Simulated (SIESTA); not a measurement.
Runs of SIESTA 5.4.2 on Si2Ni. The structure is cubic, space group Fm-3m (No. 225). Conventional cell: a = 5.406 Å, b = 5.406 Å, c = 5.406 Å, α = 90.00°, β = 90.00°, γ = 90.00°. Ni (site symmetry m-3m) has 8 Si at 2.34 Å as nearest neighbours. Si (site symmetry -43m) is surrounded by 4 Ni at 2.34 Å. 

```csv
task,level,potentials or basis,gap on the mesh (eV),pressure (GPa),moment (μB)
single point,PBE,"PseudoDojo 0.4 standard (PBE files), DZP (energy shift 0.003 Ry; two zetas on semicore shells)",none,3.9,0.00
band structure,LDA,"PseudoDojo 0.4 standard (LDA files), DZP (energy shift 0.003 Ry; two zetas on semicore shells)",none,-4.5,0.00
band structure,BLYP,"PseudoDojo 0.4 standard (PBE files), DZP (energy shift 0.003 Ry; two zetas on semicore shells)",none,11.8,0.00
band structure,vdW-DF-cx,"PseudoDojo 0.4 standard (PBE files), DZP (energy shift 0.003 Ry; two zetas on semicore shells)",none,(a),0.00
```

Alike in all rows: spin collinear, ferromagnetic start; cell as given; k mesh 9 × 9 × 9; smearing fermi-dirac 0.05 eV; grid cutoff 800 Ry; energy shift 0.003 Ry.

Problem. Fill in the values left out.

Solution. (a) 1.8.

Caveats: short orbitals over semicore shells can move pressures by several GPa; the basis of atomic orbitals isn't converged, which shifts pressures, moduli and gaps; the potentials were made for another functional, which shifts forces and pressure (some runs).

A k mesh can miss the band edges.

A gap of «none» marks a metal or a gap under the smearing width.

Not every run made on this cell is shown here.
